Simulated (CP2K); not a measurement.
Crystal: Se.

```
Se
1.0
     4.36620    0.00000    0.00000
    -2.18310    3.78124    0.00000
     0.00000    0.00000    4.95360
Se
3
Direct
  0.77460 0.77460 0.00000
  0.00000 0.22540 0.66667
  0.22540 0.00000 0.33333
```

Base run:

```yaml
Program: CP2K 2026.2
Functional: r2SCAN
Potentials_or_basis: GTH_SOC_POTENTIALS Se GTH-PBE-q6; DZVP-MOLOPT-SR-GTH basis
Density_cutoff: 9184 eV
k_mesh: 7 × 7 × 6
Occupations: fermi-dirac, width 0.05 eV
Spin: spin-orbit coupling, no magnetisation
```

Its results: pressure 2.5 GPa; largest force 0.429 eV/Å.

Task: The run is repeated on the same cell with these changes: functional from r2SCAN to PBE; density cutoff from 9184 eV to 6123 eV; cutoff of the grids from 675 Ry to 450 Ry. What comes out?

Result: Pressure 3.6 GPa; largest force 0.609 eV/Å.

Caveats: the basis of atomic orbitals isn't converged, which shifts pressures, moduli and gaps; the potentials were made for another functional, which shifts forces and pressure (some runs).
